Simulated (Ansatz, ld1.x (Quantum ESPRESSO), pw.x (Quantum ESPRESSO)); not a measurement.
# From atom to crystal: ultrasoft potential for Pt

platinum, ultrasoft, made with ld1.x (Quantum ESPRESSO) 7.5 (PBE, scalar-relativistic). Core [Xe] 4f14, reference 5d9 6s1 6p0. Waves: 6s (bound): rcut 2.15, rcutus 2.80 bohr; 6s channel at 3.4 Ry: rcut 2.15, rcutus 2.80 bohr; 6p (bound, empty): rcut 2.20, rcutus 3.00 bohr; 6p channel at 0.65 Ry: rcut 2.20, rcutus 3.00 bohr; 5d (bound): rcut 1.20, rcutus 1.60 bohr; 5d channel at 1.95 Ry: rcut 1.20, rcutus 1.60 bohr. Local part: all-electron potential smoothed inside 2.65 bohr (lloc = -1). Core correction: a·sin(br)/r model core inside 1.65 bohr. Augmentation charge: PSQ, inside the norm-conserving radii.

Crystal test: bcc Pt in pw.x 7.5, no spin, 15³ k-points, Fermi–Dirac smearing 0.01 Ry, cutoffs 85/680 Ry. The reference is all-electron LAPW (Ansatz 0.2.0) with the same functional, mesh and smearing; V0 and B0 come from Birch–Murnaghan fits to the pressures at five volumes. Errors are pseudo minus all-electron; Δ is the rms difference of the E(V) curves that follow from these fits, minima aligned, over ±6 % about the mean V0. Mesh and smearing are coarse, so the numbers serve the comparison and aren't converged zero-temperature values; the lattice is a test structure that the element need not adopt.

```json
{"V (Å³/atom)": "15.066", "P all-electron (GPa)": "13.63", "P pseudo (GPa)": "18.46"}
{"V (Å³/atom)": "15.463", "P all-electron (GPa)": "6.17", "P pseudo (GPa)": "10.32"}
{"V (Å³/atom)": "15.859", "P all-electron (GPa)": "-0.19", "P pseudo (GPa)": "3.39"}
{"V (Å³/atom)": "16.255", "P all-electron (GPa)": "-5.60", "P pseudo (GPa)": "-2.50"}
{"V (Å³/atom)": "16.652", "P all-electron (GPa)": "-10.19", "P pseudo (GPa)": "-7.49"}
```

All-electron: a0 = 3.165 Å (V0 = 15.85 Å³/atom), B0 = 235.3 GPa.

Pseudopotential: mean pressure error (GPa): +3.67; a0 (Å): 3.180; a0 error (%): +0.49; B0 error (%): +0.4; Δ (meV/atom): 12.2. The largest radius (3.00 bohr) exceeds half the bond length (2.59 bohr), so the spheres overlap, which is one possible source of error among others. This is a poor potential for the solid. Atomic configuration tests: test run stopped at test 2 of 7 (negative rho).

At the middle volume, how do free energy and pressure move when the wave cutoff is lowered (ecutrho held at 680 Ry)?

| cutoff (Ry) | shift of F (meV/atom) | shift of P (GPa) |
| --- | --- | --- |
| 38 | +192.6 | -15.29 |
| 51 | +47.7 | -0.30 |
| 68 | +6.3 | -0.65 |

The run at the middle volume (120 k-points, 7 iterations) took about 16 s on one core of a shared host (Neoverse-V2, 96 threads, 742 GiB, load 22).
